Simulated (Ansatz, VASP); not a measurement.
One calculation of SrCl2, two programs

File INCAR:

```
PREC = Accurate ; ENCUT = 520
EDIFF = 1E-7 ; ISMEAR = 0
SIGMA = 0.05 ; LREAL = F
LASPH = T ; NELM = 100
ALGO = Normal ; ISIF = 2
LWAVE = F ; LCHARG = T
GGA = PS ; LELF = T
LVHAR = T ; NBANDS = 19
```

KPOINTS

```
regular mesh
0
Gamma
  6 6 6
```

POSCAR

```
SrCl2
1.0
    0.0979425500      3.4855000000      3.4855000000
    3.5834425500      0.0000000000      3.5834425500
    3.4855000000      3.4855000000      0.0979425500
Sr Cl
1 2
Direct
    0.0000000000      0.0000000000      0.0000000000
    0.2500000000      0.2500000000      0.2500000000
    0.7500000000      0.7500000000      0.7500000000
```

Input for Ansatz:

```yaml
crystal:
  lattice:
    - [0.09794255, 3.4855, 3.4855]
    - [3.58344255, 0.0, 3.58344255]
    - [3.4855, 3.4855, 0.09794255]
  atoms:
    - { symbol: Sr, position: [0.0, 0.0, 0.0] }
    - { symbol: Cl, position: [0.25, 0.25, 0.25] }
    - { symbol: Cl, position: [0.75, 0.75, 0.75] }
basis:
  ecutwfc: 420
kpoints:
  mp_grid: { grid: [6, 6, 6] }
hamiltonian:
  xc: pbesol
scf:
  occupations: { method: gaussian, width: 0.05 }
output:
  forces: true
  stress: true
  eigenvalues: true
```

Change from the starting cell: strain +0.0562 x Voigt [0, 0, 0, 0, 1, 0], atoms carried along.

Alike in both runs: task single point; functional PBEsol; k mesh 6 × 6 × 6; occupations gaussian, width 0.05 eV; no spin polarisation.

```csv
,VASP,Ansatz
version,VASP 6.6.1,Ansatz 0.2.0
potentials or method,"VASP PAW PBE potentials, release 64 (Sr_sv, Cl)","scalar-relativistic, plane waves, PAW"
plane-wave cutoff (eV),520,420
valence electrons in the cell,24,24
```

```csv
,VASP,Ansatz,Ansatz less VASP
gap on the k mesh at the Fermi level (eV),5.15,5.16,+0.010
least direct gap on the mesh (eV),5.37,5.37,+0.003
pressure (GPa),-0.7,-0.8,-0.13
largest component of the traceless stress (GPa),0.80,0.77,-0.028
rms of the force components (eV/Å),0.059,0.056,-0.0030
```

Atom by atom the forces differ by 0.003 eV/Å (rms over components).

Caveats: the PAW data sets were made with another functional, which shifts forces and pressure a little (VASP). A k mesh can miss the band edges.
